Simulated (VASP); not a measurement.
# AlN (Fm-3m) in VASP: settings compared

One crystal, AlN, is run at these levels: PBE, r2SCAN, LDA; tasks: relaxation of cell and atoms.

Everything below comes from runs of VASP 6.6.1. Logs are shortened: lines on timing, memory, paths and dates and some standing lists are left out, and cuts for length are marked.

## Step 1: Starting point

Symmetry: Fm-3m, No. 225, cubic system. The conventional cell has a = 4.069 Å, b = 4.069 Å, c = 4.069 Å, α = 90.00°, β = 90.00°, γ = 90.00°. Al (site symmetry m-3m) has 6 N at 2.03 Å as nearest neighbours. N (site symmetry m-3m) has 6 Al at 2.03 Å as nearest neighbours.

Measurements of this composition are mostly on another form, of space group No. 186.

## Step 2: Relaxation of cell and atoms, PBE

Contents of INCAR:

```
PREC     = Accurate       # precision mode
ENCUT    = 600            # plane-wave cutoff, eV
EDIFF    = 1E-6           # SCF threshold, eV
ISMEAR   = 0              # smearing method
SIGMA    = 0.03           # smearing width, eV
LREAL    = False          # projectors in reciprocal space
LASPH    = True           # aspherical terms in the spheres
NELM     = 80             # most SCF steps
ALGO     = Normal         # electronic algorithm
ISIF     = 3              # what is computed and relaxed
LWAVE    = False          # write WAVECAR
LCHARG   = False          # write CHGCAR
GGA      = PE             # functional
IBRION   = 2              # ionic algorithm
NSW      = 90             # ionic steps
EDIFFG   = -0.01          # ionic threshold
```

Contents of KPOINTS:

```
Automatic mesh
0
Gamma
  12 12 12
```

Contents of POSCAR:

```
AlN
1.0
    0.0000000000      2.0345180000      2.0345180000
    2.0345180000      0.0000000000      2.0345180000
    2.0345180000      2.0345180000      0.0000000000
Al N
1 1
Direct
    0.5000000000      0.5000000000      0.5000000000
    0.0000000000      0.0000000000      0.0000000000
```

Potentials or basis: VASP PAW PBE potentials, release 64 (Al, N).

On the command line:

```bash
$ cat potpaw_PBE.64/Al/POTCAR potpaw_PBE.64/N/POTCAR > POTCAR
$ mpirun -np 1 vasp_std > vasp.out
```

OUTCAR:

```text
PREC = Accurate
   ENCUT = 600
   EDIFF = 1E-6
   ISMEAR = 0
   LREAL = False
   LASPH = True
   NELM = 80
   ISIF = 3
   GGA = PE
   IBRION = 2
   NSW = 90
   EDIFFG = -0.01

 ion  position               nearest neighbor table
   1  0.500  0.500  0.500-   2 2.03   2 2.03   2 2.03   2 2.03   2 2.03   2 2.03
   2  0.000  0.000  0.000-   1 2.03   1 2.03   1 2.03   1 2.03   1 2.03   1 2.03

  LATTYP: Found a face centered cubic cell.
 ALAT       =     4.0690360000

  Lattice vectors:

 A1 = (   0.0000000000,   2.0345180000,   2.0345180000)
 A2 = (   2.0345180000,   0.0000000000,   2.0345180000)
 A3 = (   2.0345180000,   2.0345180000,   0.0000000000)

Analysis of symmetry for initial positions (statically):
=====================================================================
 Subroutine PRICEL returns:
 Original cell was already a primitive cell.

 Routine SETGRP: Setting up the symmetry group for a
 face centered cubic supercell.

 Subroutine GETGRP returns: Found 48 space group operations
 (whereof 48 operations were pure point group operations)
 out of a pool of 48 trial point group operations.

The static configuration has the point symmetry O_h .

Analysis of symmetry for dynamics (positions and initial velocities):
=====================================================================
 Subroutine PRICEL returns:
 Original cell was already a primitive cell.

 Routine SETGRP: Setting up the symmetry group for a
 face centered cubic supercell.

 Subroutine GETGRP returns: Found 48 space group operations
 (whereof 48 operations were pure point group operations)
 out of a pool of 48 trial point group operations.

The dynamic configuration has the point symmetry O_h .

 Subroutine INISYM returns: Found 48 space group operations
 (whereof 48 operations are pure point group operations),
 and found     1 'primitive' translations

----------------------------------------------------------------------------------------

                                     Primitive cell

  volume of cell :      16.8428

  direct lattice vectors                    reciprocal lattice vectors
     0.000000000  2.034518000  2.034518000    -0.245758455  0.245758455  0.245758455
     2.034518000  0.000000000  2.034518000     0.245758455 -0.245758455  0.245758455
     2.034518000  2.034518000  0.000000000     0.245758455  0.245758455 -0.245758455
[... 88 lines left out ...]
   IBRION =      2    ionic relax: 0-MD 1-quasi-New 2-CG
   NFREE  =      1    steps in history (QN), initial steepest desc. (CG)
   ISIF   =      3    stress and relaxation
   ISYM   =      2    0-nonsym 1-usesym 2-fastsym
   POTIM  = 0.5000    time-step for ionic-motion
   TEBEG  =    0.0;   TEEND  =   0.0 temperature during run
   PSTRESS=    0.0 pullay stress
   NELECT =       8.0000    total number of electrons
   NUPDOWN=      -1.0000    fix difference up-down
   EMIN   =  10.00;   EMAX   =-10.00  energy-range for DOS
   EFERMI =   0.00;   METHOD = LEGACY
   ISMEAR =     0;   SIGMA  =   0.03  broadening in eV -4-tet -1-fermi 0-gaus
   EFERMI_NEDOS =   21; number of points for ismear=-14 and -15
   IALGO  =     38    algorithm
   IMIX   =      4    mixing-type and parameters
     AMIX     =   0.40;   BMIX     =  1.00
     AMIX_MAG =   1.60;   BMIX_MAG =  1.00
  volume/ion in A,a.u.               =       8.42        56.83
  Fermi-wavevector in a.u.,A,eV,Ry     =   1.277321  2.413786 22.198561  1.631548
  Thomas-Fermi vector in A             =   2.409927
   LORBIT       =      0    0 simple, 1 ext, 2 COOP (PROOUT), +10 PAW based schemes
   GGA     = PE    functional components
   LHFCALC =     F    Hartree Fock is set to
   AEXX    =    0.0000 exact exchange contribution
   IVDW    =     0    specifies the selected vdW correction
   LEPSILON=     F    determine dielectric tensor
   LRPA    =     F    only Hartree local field effects (RPA)
 conjugate gradient relaxation of ions
 non-spin polarized calculation
 Gauss-broadening in eV      SIGMA  =   0.03
  energy-cutoff  :      600.00
  volume of cell :       16.84
 maximum number of plane-waves:       588
   NGX = 11   NGY = 11   NGZ = 11

 number of electron       7.9999999 magnetization

 Free energy of the ion-electron system (eV)
  ---------------------------------------------------
  ext. energy  EPLUGINS =         0.00000000
  ---------------------------------------------------
  free energy    TOTEN  =       -14.54768091 eV

  energy without entropy =      -14.54768091  energy(sigma->0) =      -14.54768091

 E-fermi :   9.8958     XC(G=0): -12.1965

 val. band max:        9.7178995636   @ k =   0.0000   0.0000   0.0000
 cond. band min:      14.1416343915   @ k =   0.5000   0.5000   0.0000
 fundamental gap:      4.4237348279
 Fermi energy:         9.8957658051

 k-point     1 :       0.0000    0.0000    0.0000
  band No.  band energies     occupation
      1      -7.6636      2.00000
      2       9.7179      2.00000
      3       9.7179      2.00000
      4       9.7179      2.00000
      5      15.1246      0.00000
      6      21.8233      0.00000
      7      21.8233      0.00000
      8      21.8233      0.00000
[... 243 lines left out ...]
 k-point    24 :      -0.4167    0.1667    0.0000
  band No.  band energies     occupation
      1      -4.2183      2.00000
      2       2.1280      2.00000
      3       6.7374      2.00000
      4       8.3425      2.00000
      5      17.0960      0.00000
      6      19.0230      0.00000
      7      21.6089      0.00000
      8      22.2574      0.00000

 [... further k-points ...]

------------------------ aborting loop because EDIFF is reached ----------------------------------------

  FORCE on cell =-STRESS in cart. coord.  units (eV):
  Direction    XX          YY          ZZ          XY          YZ          ZX
  --------------------------------------------------------------------------------------
  -------------------------------------------------------------------------------------
  Total       -0.0148733     -0.0148733     -0.0148733     -0.0000000     -0.0000000      0.0000000
  in kB       -1.4148224     -1.4148224     -1.4148224     -0.0000000     -0.0000000      0.0000000
  external PRESSURE =      -1.4148224 kB  Pullay stress =       0.0000000 kB

 VOLUME and BASIS-vectors are now :
 -----------------------------------------------------------------------------
  energy-cutoff  :      600.00
  volume of cell :       16.84
      direct lattice vectors                 reciprocal lattice vectors
     0.000000000  2.034518000  2.034518000    -0.245758455  0.245758455  0.245758455
     2.034518000  0.000000000  2.034518000     0.245758455 -0.245758455  0.245758455
     2.034518000  2.034518000  0.000000000     0.245758455  0.245758455 -0.245758455

 POSITION                                       TOTAL-FORCE (eV/Angst)
 -----------------------------------------------------------------------------------
      2.03452      2.03452      2.03452         0.000000     -0.000000      0.000000
      0.00000      0.00000      0.00000        -0.000000      0.000000     -0.000000
 -----------------------------------------------------------------------------------
    total drift:                                0.000000     -0.000000     -0.000000

  FREE ENERGIE OF THE ION-ELECTRON SYSTEM (eV)
  ---------------------------------------------------
  free  energy   TOTEN  =       -14.5476809131 eV

  energy  without entropy=      -14.5476809131  energy(sigma->0) =      -14.54768091

 reached required accuracy - stopping structural energy minimisation
```

CONTCAR:

```text
AlN
   1.00000000000000
     0.0000000000000000    2.0345179999999998    2.0345179999999998
     2.0345179999999998    0.0000000000000000    2.0345179999999998
     2.0345179999999998    2.0345179999999998    0.0000000000000000
  Al              N
     1     1
Direct
     0.5000000000000000    0.5000000000000000    0.5000000000000000
     0.0000000000000000    0.0000000000000000    0.0000000000000000

  0.00000000E+00  0.00000000E+00  0.00000000E+00
  0.00000000E+00  0.00000000E+00  0.00000000E+00
```

Run time: 4.6 s. Hardware: 1 thread of Intel Xeon 6975P-C (Granite Rapids), shared host; peak memory 0.13 GiB.

What came out:

- Free energy: -14.5477 eV
- Pressure after relaxing: -0.1 GPa
- Band gap on the k mesh: 4.42 eV, indirect (least direct gap 5.41 eV)

Final structure:
```cif
data_structure
_symmetry_space_group_name_H-M 'P 1'
_symmetry_Int_Tables_number 1
_cell_length_a 2.8772
_cell_length_b 2.8772
_cell_length_c 2.8772
_cell_angle_alpha 60.000
_cell_angle_beta 60.000
_cell_angle_gamma 60.000
_cell_volume 16.84
loop_
_atom_site_label
_atom_site_type_symbol
_atom_site_fract_x
_atom_site_fract_y
_atom_site_fract_z
_atom_site_occupancy
Al1 Al 0.50000 0.50000 0.50000 1
N1 N 0.00000 0.00000 0.00000 1
```

Caveat: the relaxation stopped at its first step, so nothing moved.

## Step 3: Relaxation of cell and atoms, PBE

Edit INCAR of step 2 so:

```diff
@@ -2,3 +2,3 @@
 ENCUT    = 600            # plane-wave cutoff, eV
-EDIFF    = 1E-6           # SCF threshold, eV
+EDIFF    = 1E-7           # SCF threshold, eV
 ISMEAR   = 0              # smearing method
@@ -15,2 +15,2 @@
 NSW      = 90             # ionic steps
-EDIFFG   = -0.01          # ionic threshold
+EDIFFG   = -0.005         # ionic threshold
```

KPOINTS is that of step 2.

Contents of POSCAR:

```
AlN                                     
1.0
    0.0000000000      2.0345180000      2.0345180000
    2.0345180000      0.0000000000      2.0345180000
    2.0345180000      2.0345180000      0.0000000000
  Al              N             
     1     1
Direct
     0.5000000000000000    0.5000000000000000    0.5000000000000000
     0.0000000000000000    0.0000000000000000    0.0000000000000000
```

Potentials or basis: VASP PAW PBE potentials, release 64 (Al, N).

On the command line:

```bash
$ cat potpaw_PBE.64/Al/POTCAR potpaw_PBE.64/N/POTCAR > POTCAR
$ mpirun -np 1 vasp_std > vasp.out
```

It took 7.3 s on 1 thread of Intel Xeon 6975P-C (Granite Rapids), shared host; peak memory 0.13 GiB.

It converged, with:

| Item | Value |
| --- | --- |
| Free energy | -14.5477 eV |
| Relaxed volume | 8.42 Å³/atom |
| Relaxed cell | a = 2.877 Å, b = 2.877 Å, c = 2.877 Å, α = 60.00°, β = 60.00°, γ = 60.00° |
| Space group after relaxing (to 0.05 Å) | Fm-3m (No. 225) |
| Energy gained by relaxing | 0.0 meV/atom |
| Ionic steps | 3 |
| Pressure after relaxing | 0.0 GPa |
| Band gap on the k mesh | 4.43 eV, indirect (least direct gap 5.42 eV) |

Final structure:
```
Al N
1.0
     0.00000    2.03411    2.03411
     2.03411    0.00000    2.03411
     2.03411    2.03411    0.00000
Al N
1 1
Cartesian
  2.0341 2.0341 2.0341
  0.0000 0.0000 0.0000
```

Levels at points of the mesh, in eV from the valence-band top:
| k point | band 1 | band 2 | band 3 | band 4 | band 5 | band 6 | band 7 | band 8 |
| --- | --- | --- | --- | --- | --- | --- | --- | --- |
| (0.00, 0.00, 0.00) | -17.39 | 0.00 | 0.00 | 0.00 | 5.42 | 12.11 | 12.11 | 12.11 |
| (0.50, 0.00, 0.00) | -14.20 | -8.19 | -1.04 | -1.04 | 6.02 | 10.85 | 10.85 | 13.02 |
| (0.50, 0.50, 0.00) | -13.24 | -7.26 | -2.75 | -2.75 | 4.43 | 5.33 | 13.83 | 16.96 |

(Continued in part 2 of 2.)
